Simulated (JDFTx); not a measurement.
Wanted: the native input for a JDFTx 1.7.0 (patched build) run.

```yaml
Task: single point
Functional: PBE
Potentials_or_basis: PseudoDojo-SR-PBE-0.5-standard
Cutoff: 789 eV
Density_cutoff: 3157 eV
k_mesh: 9 × 9 × 5
Occupations: fermi-dirac, width 0.05 eV
Spin: no spin polarisation
Bands: 19
Density_cutoff_over_wavefunction_cutoff: 4
Max_SCF_steps: 100
SCF_threshold_on_the_energy: 1e-08 Ha
Solver_of_the_electrons: scf
Further_solve_for_the_empty_bands: yes
```

Crystal: TaS2.

```
CELL_PARAMETERS angstrom
3.35000 0.00000 0.00000
-1.67500 2.90119 0.00000
0.00000 0.00000 5.86000
ATOMIC_POSITIONS crystal
Ta 0.00412 0.00031 0.00212
S 0.66602 0.33219 0.74854
S 0.32466 0.66450 0.24582
```

The cell isn't the ideal one: atoms moved at random, drawn with an rms of 0.05 Å.

One way to write it, as run:

TaS2.in

```
lattice \
    6.3305825175    -3.1652912587     0.0000000000 \
    0.0000000000     5.4824452809     0.0000000000 \
    0.0000000000     0.0000000000    11.0737950903
coords-type Lattice
ion Ta     0.0041220000     0.0003100000     0.0021190000 1
ion S      0.6660240000     0.3321890000     0.7485360000 1
ion S      0.3246580000     0.6644960000     0.2458150000 1

ion-species pseudo/Ta.upf
ion-species pseudo/S.upf
elec-cutoff 29
elec-ex-corr gga-PBE
kpoint-folding 9 9 5
elec-smearing Fermi 0.0018374661
elec-n-bands 19
electronic-SCF nIterations 100 energyDiffThreshold 1e-08
electronic-minimize nIterations 30 energyDiffThreshold 1e-7
converge-empty-states yes
forces-output-coords Cartesian

dump-name run.$VAR
dump End Ecomponents EigStats BandEigs Kpoints Forces Stress ElecDensity Dtot KEdensity
```

Potentials or basis: PseudoDojo-SR-PBE-0.5-standard.

Launch:

```sh
$ jdftx -c 1 -i TaS2.in -o TaS2.out
```

Results of the run:

```yaml
Pressure: 9.9 GPa
Largest_force: 1.781 eV/Å
Band_gap_on_the_k_mesh: none (metal or under the smearing width)
Loewdin_charges: Ta +0.52; S -0.18, -0.15 e
```

Caveat: the atomic charges don't sum to the cell's charge; forces may be off by hundredths of an eV/Å; the empty levels aren't tightly converged.

It took 6.7 min on 1 thread of Arm Neoverse V2, on a shared host, peak memory 0.81 GiB.
